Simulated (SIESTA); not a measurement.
# SnO (Cmc2_1) in SIESTA: reference runs, part 2 of 2

SIESTA 5.4.2. Earlier steps stand in the parts before.

## 3. Single point, PBEsol (atoms moved at random, drawn with an rms of 0.05 Å)

Contents of SnO.fdf:

```
SystemName                      SnO
SystemLabel                     SnO
NumberOfSpecies                 2
NumberOfAtoms                   8
%block ChemicalSpeciesLabel
  1  50 Sn
  2   8 O
%endblock ChemicalSpeciesLabel

LatticeConstant                 1.0 Ang
%block LatticeVectors
     2.5000000000    -2.8600000000     0.0000000000
     2.5000000000     2.8600000000     0.0000000000
     0.0000000000     0.0000000000    11.1200000000
%endblock LatticeVectors
AtomicCoordinatesFormat         Fractional
%block AtomicCoordinatesAndAtomicSpecies
     0.5523680000     0.4445300000     0.2443650000  1  Sn
     0.4392520000     0.5483570000     0.7441080000  1  Sn
     0.0096080000     0.0082450000     0.4982050000  1  Sn
     0.0036590000    -0.0031130000    -0.0000590000  1  Sn
     0.9295940000     0.4216450000     0.1234520000  2  O
     0.0737570000     0.5698840000     0.6194290000  2  O
     0.5671560000     0.0640050000     0.1180930000  2  O
     0.4302050000     0.9343140000     0.6176290000  2  O
%endblock AtomicCoordinatesAndAtomicSpecies

%block kgrid.MonkhorstPack
    7   0   0  0.0
    0   7   0  0.0
    0   0   3  0.0
%endblock kgrid.MonkhorstPack
XC.Functional                   GGA
XC.Authors                      PBEsol
PAO.BasisSize                   DZP
PAO.EnergyShift                 0.003 Ry
Mesh.Cutoff                     800 Ry
OccupationFunction              FD
ElectronicTemperature           0.05 eV
MaxSCFIterations                120
SCF.MustConverge                false
SCF.Mixer.Method                Pulay
SCF.Mixer.Weight                0.25
SCF.Mixer.History               8
SCF.DM.Tolerance                5.0e-05
SCF.H.Tolerance                 1.0e-03 eV
WriteForces                     true
Charge.Mulliken                 end
%block PAO.Basis
  Sn 4
  n=5 0 2
    6.406 0.000
  n=5 1 2
    8.599 0.000
  n=4 2 2
    3.767 0.000
  n=5 2 1
    8.599
%endblock PAO.Basis
```

Potentials or basis: PseudoDojo 0.4 standard (PBEsol files), DZP (energy shift 0.003 Ry; two zetas on semicore shells).

Launch:

```console
$ siesta SnO.fdf > SnO.out 2>&1
```

SnO.out:

```text
Version         : 5.4.2

[... 6 lines left out ...]
 NOTE: Please see the manual for full details and compatibility measures.

reinit: Reading from file SnO.fdf

reinit: -----------------------------------------------------------------------
reinit: System Name: SnO
reinit: -----------------------------------------------------------------------
reinit: System Label: SnO
reinit: -----------------------------------------------------------------------

initatom: Reading input for the pseudopotentials and atomic orbitals ----------
Species number:   1 Atomic number:   50 Label: Sn
Species number:   2 Atomic number:    8 Label: O

Ground state valence configuration (from tables):   5s02  5p02  5d00  4f00
Ground state valence configuration (from tables):   2s02  2p04  3d00  4f00

---- Processing specs for species: Sn
Reading pseudopotential information in PSML from:
  Sn.psml
PSML file version: 1.1
Using libxc ids:  116 133
GGA--PBEsol XC_GGA_X_PBE_SOL--XC_GGA_C_PBE_SOL ps
Semicore shell(s) with 10 electrons included in the valence for Sn

[... 665 lines left out ...]
              1.950   1.954   1.953   1.950   1.954   0.058   0.053   0.056

              0.058   0.054   0.042   0.034   0.026   0.040   0.032
   2 13.280   1.508   0.135   0.508   0.608   0.379  -0.039  -0.037   0.003
              1.950   1.954   1.953   1.950   1.954   0.058   0.053   0.056
[... 5 lines left out ...]
              0.060   0.056   0.040   0.043   0.026   0.046   0.039
   4 13.333   1.597   0.103   0.486   0.613   0.357  -0.031  -0.032   0.014
              1.946   1.950   1.949   1.946   1.951   0.061   0.057   0.059

              0.060   0.056   0.040   0.043   0.026   0.043   0.038

Species: O
Atom  Qatom  Qorb
               2s      2s      2py     2pz     2px     2py     2pz     2px
               3Pdxy   3Pdyz   3Pdz2   3Pdxz   3Pdx2-y2
   5  6.700   2.008  -0.136   1.950   1.840   1.757  -0.297  -0.247  -0.223
              0.008   0.007   0.009   0.008   0.016
   6  6.697   2.008  -0.135   1.956   1.834   1.746  -0.298  -0.244  -0.217
              0.008   0.007   0.009   0.008   0.016
   7  6.697   2.010  -0.136   1.961   1.853   1.748  -0.307  -0.258  -0.220
              0.008   0.007   0.009   0.007   0.016
   8  6.692   2.007  -0.134   1.957   1.844   1.744  -0.302  -0.253  -0.219
              0.008   0.007   0.009   0.007   0.016

mulliken: Qtot =       80.000

Mulliken Atomic Populations:
Atom #   charge [q] valence [e]  Species
     1     0.730837   13.269163  Sn
     2     0.719926   13.280074  Sn
     3     0.668458   13.331542  Sn
     4     0.666879   13.333121  Sn
     5    -0.699846    6.699846  O
     6    -0.697031    6.697031  O
     7    -0.697141    6.697141  O
     8    -0.692082    6.692082  O
 Total    -0.000000

Job completed
```

Wall time 4.2 min (1 thread of Arm Neoverse V1, shared host); peak memory 0.84 GiB.

What came out:

```yaml
Free_energy: -10344.3737 eV
Pressure: 9.4 GPa
Largest_force: 9.212 eV/Å
Band_gap_on_the_k_mesh: none (metal or under the smearing width)
```

Forces on the atoms (eV/Å):
```
Sn  -0.318  2.914  1.735
Sn   0.373 -2.777  1.638
Sn  -0.162  1.294  0.679
Sn   0.057 -1.196  0.763
O    9.058 -1.156 -1.210
O   -8.925  0.960 -1.571
O   -8.779 -0.443 -1.297
O    8.699  0.405 -0.737
```

Levels at points of the mesh, in eV from the Fermi level:
```csv
k point,band 37,band 38,band 39,band 40,band 41,band 42,band 43,band 44
"(0.00, 0.00, 0.00)",-3.26,-1.55,-0.10,-0.06,0.72,2.12,2.32,2.56
```

Caveat: the basis of atomic orbitals isn't converged, which shifts pressures, moduli and gaps.
